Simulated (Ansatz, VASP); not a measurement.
AgCl: VASP beside Ansatz

```
CELL_PARAMETERS angstrom
0.00000 2.84334 2.80602
2.84334 0.00000 2.80602
2.84334 2.84334 0.00000
ATOMIC_POSITIONS crystal
Ag 0.47006 0.52994 0.52994
Cl 0.09109 0.90891 0.90891
```

Change from the starting cell: mode 4 frozen in at -0.511 Å, equal normal strain along x and y +0.0133.

Alike in both runs: task single point; functional PBE; k mesh 8 × 8 × 8; occupations gaussian, width 0.05 eV; no spin polarisation.

|  | VASP | Ansatz |
| --- | --- | --- |
| version | VASP 6.6.1 | Ansatz 0.2.0 |
| potentials or method | VASP PAW PBE potentials, release 64 (Ag, Cl) | scalar-relativistic, plane waves, PAW |
| plane-wave cutoff (eV) | 520 | 420 |
| valence electrons in the cell | 18 | 26 |

|  | VASP | Ansatz | Ansatz less VASP |
| --- | --- | --- | --- |
| gap on the k mesh at the Fermi level (eV) | 1.28 | 1.29 | +0.004 |
| least direct gap on the mesh (eV) | 1.52 | 1.52 | 0.000 |
| pressure (GPa) | 8.6 | 8.8 | +0.19 |
| largest component of the traceless stress (GPa) | 17.84 | 18.02 | +0.174 |
| rms of the force components (eV/Å) | 1.916 | 1.937 | +0.0210 |

Atom by atom the forces differ by 0.021 eV/Å (rms over components). The two sets of potentials don't hold the same shells in valence.

Caveats: forces of over 1 eV/Å show positions far from the minimum, so gaps and moduli don't describe the material at rest. A k mesh can miss the band edges.
